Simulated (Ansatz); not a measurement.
## What PbS (model cell, started as NiAs type) distorts into

Which phase does PbS (model cell, started as NiAs type) fall into along its unstable mode, and how much energy does it gain?

Main program and level: Ansatz 0.2.0; DFT PBEsol, scalar-relativistic, plane waves, PAW.

Report form: the programs' logs are mostly left out.

The structure was built from a prototype and need not be the compound's stable phase.

## (1) The starting structure

It takes space group P6_3/mmc (No. 194, hexagonal). The conventional cell has a = 4.068 Å, b = 4.068 Å, c = 7.269 Å, α = 90.00°, β = 90.00°, γ = 120.00°. Nearest to Pb lie 6 S at 2.97 Å. Nearest to S lie 6 Pb at 2.97 Å. Farther neighbours and most contacts between anions are not listed.

As a file:

```cif
data_structure
_symmetry_space_group_name_H-M 'P 1'
_symmetry_Int_Tables_number 1
_cell_length_a 4.0683
_cell_length_b 4.0683
_cell_length_c 7.2689
_cell_angle_alpha 90.000
_cell_angle_beta 90.000
_cell_angle_gamma 120.000
_cell_volume 104.19
loop_
_atom_site_label
_atom_site_type_symbol
_atom_site_fract_x
_atom_site_fract_y
_atom_site_fract_z
_atom_site_occupancy
Pb1 Pb 0.00000 0.00000 0.00000 1
Pb2 Pb 0.00000 0.00000 0.50000 1
S3 S 0.33333 0.66667 0.25000 1
S4 S 0.66667 0.33333 0.75000 1
```

## (2) Response at finite wavevector

The cell comes from relaxations at this level that are not shown. The mesh has a single point along some directions, so zone-edge points there are not solved. Linear response on a 2×2×1 q mesh gives force constants as far as a supercell of that size would.

input.yaml

```yaml
crystal:
  lattice:
    - [4.0683400408, 0.0, 0.0]
    - [-2.0341700204, 3.5232858266, 0.0]
    - [0.0, 0.0, 7.2689196984]
  atoms:
    - { symbol: Pb, position: [0.0, 0.0, 0.0] }
    - { symbol: Pb, position: [0.0, 0.0, 0.5] }
    - { symbol: S, position: [0.3333333333, 0.6666666667, 0.25] }
    - { symbol: S, position: [0.6666666667, 0.3333333333, 0.75] }
kpoints:
  mp_grid: { grid: [12, 12, 6] }
hamiltonian:
  xc: pbesol
scf:
  occupations: { method: methfessel_paxton, width: 0.15 }
output:
  eigenvalues: true
phonons:
  method: dfpt
  qmesh: [2, 2, 1]
  temperatures: { t_max: 1000, t_step: 50 }
  qpath:
    path:
      - [[0.0, 0.0, 0.0], [0.5, 0.0, 0.0], [0.33333333, 0.33333333, 0.0], [0.0, 0.0, 0.0], [0.0, 0.0, 0.5], [0.5, 0.0, 0.5], [0.33333333, 0.33333333, 0.5], [0.0, 0.0, 0.5]]
      - [[0.5, 0.0, 0.5], [0.5, 0.0, 0.0]]
      - [[0.33333333, 0.33333333, 0.5], [0.33333333, 0.33333333, 0.0]]
    npoints: 10
```

Started as:

```bash
$ ansatz run input.yaml --threads 4 --pin off --max-ram 7168MiB --backend cpu --events-out ev --progress --plain --runs-dir out
```

The job ended after 71 s (4 threads of Intel Xeon 6975P-C (Granite Rapids), shared host; peak memory 1.7 GiB).

Numbers from this step:

* volume per atom: 26.05 Å³
* gap on the k-mesh: 0 eV
* sum-rule residual before enforcement: 1.28e-5 eV/Å²
* point group: 6/mmm
* highest optical mode at the zone centre (no LO-TO term): 238.2 cm⁻¹
* lowest optical zone-centre mode: -34.23 cm⁻¹
* lowest mode on the q mesh (acoustic modes at Γ apart): -64.79 cm⁻¹
* highest frequency at a solved wavevector (no LO-TO term at Γ): 238.2 cm⁻¹

Frequencies (cm⁻¹) solved at each irreducible wavevector; negative means imaginary. Frequencies by wavevector, by row:

```csv
q in reciprocal lattice units,star,mode 1,mode 2,mode 3,mode 4,mode 10,mode 11,mode 12
0 0 0,1,-34.2,0,0,0,179.5,179.5,238.2
0 -0.5 0,3,-64.8,22.2,36,47.7,181.5,205.1,216.5
```

Symmetry leaves 2 wavevectors to solve. The lowest mode among them, the acoustic zeros apart, lies at q = (0, -0.5, 0) and is imaginary, 64.8i cm⁻¹, so the energy falls along it.

## (3) The mode frozen in, largest atomic shift 0 Å

The mode followed lies at q = (0, -0.5, 0) with frequency 64.8i cm⁻¹, the softest among the wavevectors solved. At small amplitude the distorted cell has space group no. 62 by a symmetry search on the positions. The undistorted cell that holds it gives the zero of energy on the same k mesh.

System of this step: PbS (model cell, started as NiAs type). Symmetry: P6_3/mmc, No. 194, hexagonal system. The conventional cell has a = 4.068 Å, b = 4.068 Å, c = 7.269 Å, α = 90.00°, β = 90.00°, γ = 120.00°. Nearest to Pb lie 6 S at 2.97 Å. Nearest to S lie 6 Pb at 2.97 Å. Farther neighbours and most contacts between anions are not listed.

input.yaml

```yaml
crystal:
  lattice:
    - [4.0683400408, 0.0, 0.0]
    - [0.0, 7.0465716532, 0.0]
    - [0.0, 0.0, 7.2689196984]
  atoms:
    - { symbol: Pb, position: [0.0, 0.0, 0.0] }
    - { symbol: Pb, position: [0.5, 0.5, 0.0] }
    - { symbol: Pb, position: [0.0, 0.0, 0.5] }
    - { symbol: Pb, position: [0.5, 0.5, 0.5] }
    - { symbol: S, position: [0.0, 0.3333333333, 0.25] }
    - { symbol: S, position: [0.5, 0.8333333333, 0.25] }
    - { symbol: S, position: [0.5, 0.1666666667, 0.75] }
    - { symbol: S, position: [1.0, 0.6666666667, 0.75] }
kpoints:
  mp_grid: { grid: [8, 6, 4] }
hamiltonian:
  xc: pbesol
scf:
  occupations: { method: methfessel_paxton, width: 0.15 }
output:
  forces: true
  stress: true
  eigenvalues: true
```

The job ended after 5 s (4 threads; peak memory 0.85 GiB; 19 s of CPU time).

Numbers from this step:

```yaml
pressure: -0.01421 GPa
energy_from_the_undistorted_cell: 0 meV/atom
```

The run ends at a pressure of -0.01 GPa, with forces up to 3.0e-4 eV/Å.

## (4) The mode frozen in, largest atomic shift 0.14 Å

The atoms are moved along the unstable eigenvector, the largest shift by 0.14 Å, with the cell fixed.

input.yaml, the sections that differ from step 3:

```yaml
crystal:
  lattice:
    - [4.0683400408, 0.0, 0.0]
    - [0.0, 7.0465716532, 0.0]
    - [0.0, 0.0, 7.2689196984]
  atoms:
    - { symbol: Pb, position: [0.0, 0.0008552681, -0.00031784] }
    - { symbol: Pb, position: [0.5, 0.4991447319, 0.00031784] }
    - { symbol: Pb, position: [0.0, -0.0008552681, 0.49968216] }
    - { symbol: Pb, position: [0.5, 0.5008552681, 0.50031784] }
    - { symbol: S, position: [0.0, 0.3333333333, 0.2307399165] }
    - { symbol: S, position: [0.5, 0.8333333333, 0.2692600835] }
    - { symbol: S, position: [0.5, 0.1666666667, 0.7692600835] }
    - { symbol: S, position: [1.0, 0.6666666667, 0.7307399165] }
# kpoints, hamiltonian, scf, output: as in step 3
```

The job ended after 5.2 s (4 threads; peak memory 0.85 GiB; 19 s of CPU time).

This step gave:

```
pressure                         : 0.2626 GPa
gap on the k-mesh                : 0.1880 eV
energy from the undistorted cell : -1.393 meV/atom
```

The energy, extrapolated to zero smearing, is -1.39 meV/atom against the undistorted cell.

The run ends at a pressure of 0.26 GPa, with forces up to 0.016 eV/Å.

## (5) Energy along the mode, all amplitudes (two of the runs are shown above)

An imaginary frequency means negative curvature, so the energy should fall and then rise again as anharmonic terms take over.

Numbers from this step:

```yaml
depth_at_the_lowest_point_sampled: 1.393 meV/atom
largest_atomic_shift_at_that_point: 0.14 Å
```

Energy from the parent against largest atomic shift:

```csv
largest atomic shift (Å),energy from the parent (meV/atom)
0.000,0
0.040,-0.206
0.080,-0.712
0.140,-1.39
0.220,0.034
0.320,10.6
```

Displacement at unit largest shift by atom:

```csv
atom,x (Å),y (Å),z (Å),size
Pb1,0.00,0.04,-0.02,0.05
Pb2,0.00,-0.04,0.02,0.05
Pb3,0.00,-0.04,-0.02,0.05
Pb4,0.00,0.04,0.02,0.05
S5,0.00,0.00,-1.00,1.00
S6,0.00,0.00,1.00,1.00
S7,0.00,0.00,1.00,1.00
S8,0.00,0.00,-1.00,1.00
```

The lowest of the steps tried is at 0.14 Å, 1.39 meV/atom below the parent; the bottom of the well need not coincide with a step.

## (6) Relaxing from the distorted cell

Starting from the lowest point found, all atoms and the cell are let go, so that strain and other modes of the same symmetry can join in.

Changes to input.yaml since step 4:

```diff
@@ -24 +24,6 @@
   eigenvalues: true
+relax:
+  adjacent_minimum: "off"
+  f_tol: 0.002
+  max_steps: 120
+  cell: { stress_tol: 0.03 }
```

Run time: 2.2 min. Hardware: 4 threads; peak memory 0.9 GiB.

Relaxation path (22 of 25):

```csv
step,energy less that of the first step (eV),largest force component (eV/Å),pressure (GPa),volume (Å³)
1,0.0000,0.0132,0.26,208.38
2,-0.0085,0.0671,-0.37,209.57
3,-0.0136,0.0718,-0.16,208.52
4,-0.0295,0.0680,0.25,206.36
6,-0.0051,0.2511,0.02,205.22
7,-0.0773,0.0569,-0.01,205.09
8,-0.1011,0.0639,0.06,203.35
9,-0.1053,0.0806,0.01,202.97
10,-0.1331,0.1074,0.00,202.38
11,-0.1761,0.1311,0.09,201.42
12,-0.2286,0.1144,0.22,201.10
14,-0.2280,0.1482,1.31,201.85
15,-0.3074,0.0514,0.22,204.48
16,-0.3381,0.0699,0.09,205.12
17,-0.3925,0.1337,0.18,205.80
18,-0.4572,0.0819,-0.09,206.55
19,-0.4418,0.1340,0.39,204.83
20,-0.4957,0.0066,-0.08,205.81
22,-0.4960,0.0001,0.00,205.53
23*,-0.5008,0.0001,0.05,205.53
24,-0.5010,0.0002,0.00,205.68
25*,-0.5010,0.0002,0.00,205.68
```

Relaxation steps marked * repeat the geometry before them on a plane-wave basis chosen anew for their cell, so energy and pressure can jump there. Other such steps can lie between the rows shown. Relaxation steps 6, 14, 19 were tried and not accepted.

The run keeps the 8 symmetry operations that it works with, so distortions that break them were not tested.

```csv
cell as run,before,after,change
a (Å),4.068,4.175,+2.6 %
b (Å),7.047,5.904,-16.2 %
c (Å),7.269,8.345,+14.8 %
volume (Å³/atom),26.05,25.71,-1.3 %
```

The atoms that moved most (Å, as changes of fractional coordinates times the final cell):

```csv
atom,dx,dy,dz,length
S6,0.000,0.984,0.882,1.322
S7,0.000,-0.984,0.882,1.322
S8,0.000,-0.984,-0.882,1.322
S5,0.000,0.984,-0.882,1.322
Pb2,0.000,0.005,-1.046,1.046
Pb3,0.000,0.005,1.046,1.046
Pb4,0.000,-0.005,-1.046,1.046
Pb1,0.000,-0.005,1.046,1.046
```

Final coordinates:

```cif
data_structure
_symmetry_space_group_name_H-M 'P 1'
_symmetry_Int_Tables_number 1
_cell_length_a 4.1745
_cell_length_b 5.9040
_cell_length_c 8.3453
_cell_angle_alpha 90.000
_cell_angle_beta 90.000
_cell_angle_gamma 90.000
_cell_volume 205.68
loop_
_atom_site_label
_atom_site_type_symbol
_atom_site_fract_x
_atom_site_fract_y
_atom_site_fract_z
_atom_site_occupancy
Pb1 Pb 0.00000 0.00000 0.12499 1
Pb2 Pb 0.50000 0.50000 0.87501 1
Pb3 Pb 0.00000 0.00000 0.62499 1
Pb4 Pb 0.50000 0.50000 0.37501 1
S5 S 0.00000 0.50002 0.12502 1
S6 S 0.50000 0.00002 0.37498 1
S7 S 0.50000 0.99998 0.87498 1
S8 S 0.00000 0.49998 0.62502 1
```

This step gave:

```yaml
pressure: 0.002248 GPa
volume_per_atom: 25.71 Å³
gap_on_the_k_mesh: 0.1910 eV
```

The distorted start has space group Pnma; the relaxation ends in Fm-3m.

## (7) The new phase in its own primitive cell

The relaxed structure is symmetrised, reduced to its primitive cell and relaxed tightly, as its phonons need.

System of this step: PbS (model cell, started as NiAs type). The structure is cubic, space group Fm-3m (No. 225). The conventional cell has a = 5.903 Å, b = 5.903 Å, c = 5.903 Å, α = 90.00°, β = 90.00°, γ = 90.00°. Nearest to Pb lie 6 S at 2.95 Å. S has 6 Pb at 2.95 Å nearest. Farther neighbours and most contacts between anions are not listed.

input.yaml, the sections that differ from step 6:

```yaml
crystal:
  lattice:
    - [0.0, 2.9514441907, 2.9514441907]
    - [2.9514441907, 0.0, 2.9514441907]
    - [2.9514441907, 2.9514441907, 0.0]
  atoms:
    - { symbol: Pb, position: [0.5, 0.5, 0.5] }
    - { symbol: S, position: [0.0, 0.0, 0.0] }
kpoints:
  mp_grid: { grid: [10, 10, 10] }
relax:
  adjacent_minimum: "off"
  f_tol: 0.001
  max_steps: 60
  cell: { stress_tol: 0.01 }
# hamiltonian, scf, output: as in step 6
```

Elapsed: 0.95 s, on 4 threads; peak memory 0.41 GiB.

Little changed from the start: no atom moved by 0.005 Å and no cell edge by 0.1 %.

Numbers from this step:

* pressure: -2.02e-5 GPa
* gap on the k-mesh: 0.1930 eV
* direct gap on mesh: 0.1930 eV

The forces vanish by symmetry and the pressure is 0.000 GPa, within the tolerances set. The cell now holds 25.71 Å³/atom.

## (8) Modes of the new phase, k-mesh 10×10×10

A relaxed structure may still be a saddle point, so its zone-centre modes are computed. No field response is asked.

Changes to input.yaml since step 7:

```diff
@@ -15,9 +15,4 @@
 output:
-  forces: true
-  stress: true
   eigenvalues: true
-relax:
-  adjacent_minimum: "off"
-  f_tol: 0.001
-  max_steps: 60
-  cell: { stress_tol: 0.01 }
+phonons:
+  method: dfpt
```

Wall time 3.5 s (4 threads); peak memory 0.57 GiB.

This step gave:

```
sum-rule residual before enforcement                    : 4.94e-5 eV/Å²
point group                                             : m-3m
highest optical mode at the zone centre (no LO-TO term) : 65.68 cm⁻¹
lowest optical zone-centre mode                         : 65.68 cm⁻¹
```

Patterns of degenerate modes are one choice out of their space. The modes at Γ (shares of kinetic energy by element, %):

```csv
mode,frequency (cm⁻¹),symmetry,Pb %,S %
1,0.0,acoustic,87,13
2,0.0,acoustic,87,13
3,0.0,acoustic,87,13
4,65.7,T1u,13,87
5,65.7,T1u,13,87
6,65.7,T1u,13,87
```

Displacements in mode 5 (65.7 cm⁻¹), the largest set to 1:
```
Pb1  0.00  0.01 -0.15
S2   0.00 -0.03  1.00
```

Before it was imposed, the acoustic sum rule was missed by 4.9e-5 eV/Å². Small misses are needed for a sound result but don't prove that mesh and cutoff are converged. The lowest optical mode is real, 65.7 cm⁻¹.

## (9) Outcome

| Item | Value |
| --- | --- |
| unstable mode of the parent | q = (0, -0.5, 0), 65i cm⁻¹ |
| depth at the lowest point sampled | 1.39 meV/atom |
| largest atomic shift at that point | 0.14 Å |
| space group reached (within 0.01 Å) | Fm-3m |
| energy gained over the parent (first relaxation, on the mesh of the frozen mode) | 64.0 meV/atom |
| volume per atom, phase reached | 25.7 Å³ |
| gap on the k-mesh, phase reached | 0.193 eV |
| lowest optical zone-centre mode, phase reached | 65.7 cm⁻¹ |
| highest optical mode at the zone centre (no LO-TO term), phase reached | 65.7 cm⁻¹ |

In words: Along this mode the structure falls into Fm-3m, 64.0 meV/atom below the parent. At the parent's cell the well is 1.393 meV/atom deep on the steps tried, with its lowest point at a shift of 0.14 Å. Relaxing atoms and cell changes the gain by +62.59 meV/atom against the lowest step (energies at zero smearing). Most of the total comes from this relaxation. The new phase has no imaginary mode at the zone centre of its cell; other wavevectors were not checked. Of the 2 patterns followed to their end from this parent, this one reaches the lowest energy. Each path keeps the symmetry of its pattern, so a lower phase may lie along a pattern not tried. The q mesh is too sparse to interpolate, so only the solved wavevectors are given. With no gap, or one that is small against the smearing, the frequencies hang on the k mesh and the smearing, most of all near Kohn anomalies. A semilocal functional can close a gap that the real compound would have, so the metallic treatment may be an artefact of the level. Spin-orbit coupling is left out, which can matter for the heavy elements here. The starting cell was built on a prototype and not taken from a measurement, so the phase need not exist.

[Logs are printed without paths, hosts, clocks, repeated set-up lines and the standing remarks that a program may print on its own settings, such as how far it seeks lower states.]

[Hosts, paths, dates, database ids (printed as entryN), source tags and the programs' standing remarks are cut or masked in the printed files.]
